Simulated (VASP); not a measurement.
Input of a VASP 6.6.1 run:

Contents of POSCAR:

```
Li
1.0
   -1.7122100000      1.7122100000      1.7122100000
    1.7122100000     -1.7122100000      1.7122100000
    1.7122100000      1.7122100000     -1.7122100000
Li
1
Direct
    0.0000000000      0.0000000000      0.0000000000
```

INCAR.step1

```
SYSTEM = Li
  PREC = Accurate
  ENCUT = 520
  EDIFF = 1E-5
  ISMEAR = 0
  SIGMA = 0.1
  LREAL = .FALSE.
  LASPH = .TRUE.
  NELM = 60
  ALGO = Normal
  ISIF = 2
  LWAVE = .TRUE.
  LCHARG = .FALSE.
  NBANDS = 8
  GGA = PE
```

File INCAR.step2:

```
SYSTEM = Li
  PREC = Accurate
  ENCUT = 520
  EDIFF = 1E-7
  ISMEAR = 0
  SIGMA = 0.1
  LREAL = .FALSE.
  LASPH = .TRUE.
  NELM = 60
  ALGO = Normal
  ISIF = 2
  LWAVE = .FALSE.
  LCHARG = .FALSE.
  GGA = PE
  LHFCALC = .TRUE.
  AEXX = 0.25
  PRECFOCK = Fast
  NBANDS = 8
  ISTART = 1
```

KPOINTS

```
regular mesh
0
G
  8 8 8
  0 0 0
```

Potentials or basis: VASP PAW PBE potentials, release 64 (Li_sv).

Command:

```bash
$ cat potpaw_PBE.64/Li_sv/POTCAR > POTCAR
$ cp INCAR.step1 INCAR
$ mpirun -np 1 vasp_std > vasp.out
$ cp INCAR.step2 INCAR
$ mpirun -np 1 vasp_std > vasp.out
```

Estimate the band gap on the k mesh.

none (metal or under the smearing width).
